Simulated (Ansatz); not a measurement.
ZnS: equation of state with PBE

**The experiment to reproduce.**

“Electronic, vibrational, and thermodynamic properties of ZnS (zincblende and rocksalt structure)”, 2009, arxiv:0911.5022 quotes, for a bulk crystal of ZnS: bulk modulus 76.9 GPa.

ZnS:

```xyz
2
Lattice="0.0000 2.7020 2.7020 2.7020 0.0000 2.7020 2.7020 2.7020 0.0000" Properties=species:S:1:pos:R:3 pbc="T T T"
Zn    4.0530    4.0530    4.0530
S     0.0000    0.0000    0.0000
```

```
Program             : Ansatz 0.2.0
Task                : equation of state
Functional          : PBE
Potentials or basis : SPMS NC
Cutoff              : 816 eV
Density cutoff      : 3265 eV
k mesh              : 9 × 9 × 9
Occupations         : fermi-dirac, width 0.05 eV
Spin                : no spin polarisation
```

```json
{
 "Equilibrium volume": "20.22 Å³/atom",
 "Bulk modulus": "70 GPa",
 "Pressure derivative of the bulk modulus": "4.4"
}
```

Energy against volume, from the lowest point:
```
volume (Å³/atom)  energy (meV/atom)
          18.543              35.18
          18.938              19.74
          19.332               9.05
          19.727               2.61
          20.121               0.00
          20.516               0.83
          20.910               4.75
```

All runs of the series together: 22 s on 2 threads of Arm Neoverse V2 (shared host).

Measured bulk modulus of ZnS: 76.9 GPa (quoted in “Electronic, vibrational, and thermodynamic properties of ZnS (zincblende and rocksalt structure)”, 2009, arxiv:0911.5022). This calculation gives 70 GPa (-9.4 %). The fit is for a static lattice scaled at fixed shape and fixed fractional positions.

PBE usually gives volumes a little too large and moduli too small.
